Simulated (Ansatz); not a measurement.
SrCl2 (started from an entry of an open crystallographic database), relaxed with r2SCAN, was run in the PAW code Ansatz under altered settings. All numbers are computed, without spin polarisation but where a row says otherwise.

```yaml
crystal:
  lattice:
    - [0.00000, 3.49765, 3.49765]
    - [3.49765, 0.00000, 3.49765]
    - [3.49765, 3.49765, 0.00000]
  atoms:
    - { symbol: Sr, position: [0.00000, 0.00000, 0.00000] }
    - { symbol: Cl, position: [0.25000, 0.25000, 0.25000] }
    - { symbol: Cl, position: [0.75000, 0.75000, 0.75000] }
```

The base run's other keys:
```yaml
kpoints:
  mp_grid: { grid: [4, 4, 4] }
hamiltonian:
  xc: hse06
scf:
  occupations: { method: fixed }
  n_extra_bands: 4
```

It takes 11 iterations with 1687 plane waves at 420 eV and 8 k points, and leaves a mean stress of +0.19 GPa. The gap over this mesh is 6.591 eV. It ran on 4 threads of Arm Neoverse V2, on a shared host.

Outcomes, with energy and stress as changes against the base:
```csv
setting,outcome,ΔF (meV/atom),Δ mean stress (GPa),gap on the mesh (eV),iterations,wall time
"PBE hybrid, exx coeff 0.35, omega 0.5 1/Å",converged,–,-0.1,6.273,11,5.7 s
"PBE hybrid, exx coeff 0.5, omega 0.2078 1/Å",converged,–,-0.5,7.912,15,6.5 s
"PBE hybrid, exx coeff 0.1, unscreened",converged,–,+0.3,6.106,9,5.1 s
"PBE hybrid, exx coeff 0.75, unscreened",converged,–,-1.2,11.476,16,6.8 s
scf.occupations: methfessel_paxton 0.05,converged,0.0,0.0,6.591,12,5.5 s
```
A dash marks a value that wasn't obtained or can't be compared. Stress is positive in compression. The base took 5.6 s.

- PBE hybrid, exx coeff 0.35, omega 0.5 1/Å. That is 35 % exact exchange, screened with ω = 0.5 1/Å, against HSE06's 25 % screened at 0.208 1/Å. The mean stress moves by -0.1 GPa and the gap on the mesh by -0.318 eV (to 6.273). Totals of different functionals aren't comparable.
- PBE hybrid, exx coeff 0.5, omega 0.2078 1/Å. That is 50 % exact exchange, screened with ω = 0.2078 1/Å, against HSE06's 25 % screened at 0.208 1/Å. The mean stress moves by -0.5 GPa and the gap on the mesh by +1.321 eV (to 7.912). Totals of different functionals aren't comparable.
- PBE hybrid, exx coeff 0.1, unscreened. That is 10 % exact exchange, at all ranges, against HSE06's 25 % screened at 0.208 1/Å. The mean stress moves by +0.3 GPa and the gap on the mesh by -0.485 eV (to 6.106). Totals of different functionals aren't comparable.
- PBE hybrid, exx coeff 0.75, unscreened. That is 75 % exact exchange, at all ranges, against HSE06's 25 % screened at 0.208 1/Å. The mean stress moves by -1.2 GPa and the gap on the mesh by +4.885 eV (to 11.476). Totals of different functionals aren't comparable.

Within 1 meV an atom, 0.1 GPa and 0.005 eV of the base stay: scf.occupations: methfessel_paxton 0.05.

The program warns that its thresholds are loose for a hybrid's stress.

The meshes of the hybrids are coarse, so their gaps aren't converged to the digits shown.
